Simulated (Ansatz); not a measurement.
# AlGa$_{3}$N$_{4}$ under pressure

Computed with DFT r2SCAN, scalar-relativistic, plane waves, PAW (Ansatz). (500 eV cutoff, 6×8×4 k-mesh, Gaussian smearing of 0.02 eV, no spin polarisation)

Starting point, cell and atoms relaxed:

```yaml
crystal:
  lattice:
    - [5.13892, 0.00000, 0.00002]
    - [0.00000, 3.16341, 0.00000]
    - [-0.00369, 0.00000, 5.47699]
  atoms:
    - { symbol: Al, position: [0.00058, 0.50000, 0.66730] }
    - { symbol: Ga, position: [0.49917, 0.50000, 0.33506] }
    - { symbol: Ga, position: [0.49925, 0.00000, 0.83146] }
    - { symbol: Ga, position: [0.99986, 0.00000, 0.16619] }
    - { symbol: N, position: [0.11941, 0.50000, 0.34060] }
    - { symbol: N, position: [0.11733, 0.00000, 0.82593] }
    - { symbol: N, position: [0.62024, 0.00000, 0.16619] }
    - { symbol: N, position: [0.63175, 0.50000, 0.66727] }
```

Cell and atoms are relaxed at each pressure within the symmetry of the start, at zero temperature, so transitions that lower the symmetry aren't seen. The k-mesh given is that at zero pressure and may differ at others. a, b and c are the lengths of the cell vectors above. Gaps are generalised Kohn–Sham gaps over the whole zone.

| P (GPa) | V (Å³/atom) | V/V0 | a (Å) | b (Å) | c (Å) |
| --- | --- | --- | --- | --- | --- |
| -2 | 11.24 | 1.010 | 5.157 | 3.174 | 5.495 |
| 0 | 11.13 | 1.000 | 5.139 | 3.163 | 5.477 |
| 2 | 11.02 | 0.990 | 5.122 | 3.153 | 5.459 |
| 5 | 10.87 | 0.976 | 5.098 | 3.139 | 5.434 |
| 10 | 10.63 | 0.955 | 5.061 | 3.116 | 5.395 |
| 20 | 10.24 | 0.920 | 4.996 | 3.077 | 5.327 |

**Question.** What bulk modulus and pressure derivative fit these points?

**Answer.** A third-order Birch–Murnaghan fit gives B0 = 201 GPa and B0' = 4.1.

**Question.** What does pressure do to the gap?

**Answer.** The gaps are 2.81 eV at -2 GPa, 2.89 eV at 0 GPa, 2.96 eV at 2 GPa, 3.06 eV at 5 GPa, 3.22 eV at 10 GPa, 3.50 eV at 20 GPa.